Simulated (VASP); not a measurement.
Wanted: the native input for a VASP 6.6.1 run.

| Quantity | Value |
| --- | --- |
| Task | single point |
| Functional | PBE |
| Potentials or basis | VASP PAW PBE potentials, release 64 (Cs_sv) |
| Cutoff | 520 eV |
| k mesh | 7 × 7 × 2 |
| Occupations | fermi-dirac, width 0.05 eV |
| Spin | no spin polarisation |
| Dipole correction | no |
| Further INCAR settings | ALGO = Fast; EDIFF = 1e-06; NBANDS = 26 |

The structure of Cs lies in POSCAR:

```
Cs
1.0
    5.2022492787      0.0000000000      0.0000000000
   -2.6011246393      4.5052800322      0.0000000000
    0.0000000000      0.0000000000     16.9073101555
Cs
4
Direct
    0.0000000000      0.0000000000      0.0000000000
    0.0000000000      0.0000000000      0.5000000000
    0.3333333333      0.6666666667      0.2500000000
    0.6666666667      0.3333333333      0.7500000000
```

This isn't the form of Cs at room conditions, which is bcc.

The cell isn't the ideal one: volume scaled by 0.85, PAW files.

One way to write it, as run:

INCAR

```
SYSTEM = Cs
  PREC = Accurate
  ENCUT = 520
  EDIFF = 1E-6
  ISMEAR = -1
  SIGMA = 0.05
  LREAL = .FALSE.
  LASPH = .TRUE.
  NELM = 100
  ALGO = Fast
  ISIF = 2
  LWAVE = .FALSE.
  LCHARG = .FALSE.
  GGA = PE
  NBANDS = 26
```

KPOINTS

```
Automatic mesh
0
G
  7 7 2
  0 0 0
```

Potentials or basis: VASP PAW PBE potentials, release 64 (Cs_sv).

Run with:

```sh
$ cat potpaw_PBE.64/Cs_sv/POTCAR > POTCAR
$ mpirun -np 1 vasp_std > vasp.out
```

Results of the run:

* Pressure: 0.4 GPa
* Band gap on the k mesh: none (metal or under the smearing width)

It took 2.2 min on 1 thread of Intel(R) Xeon(R) Platinum 8488C (Sapphire Rapids) (shared host), peak memory 0.51 GiB.
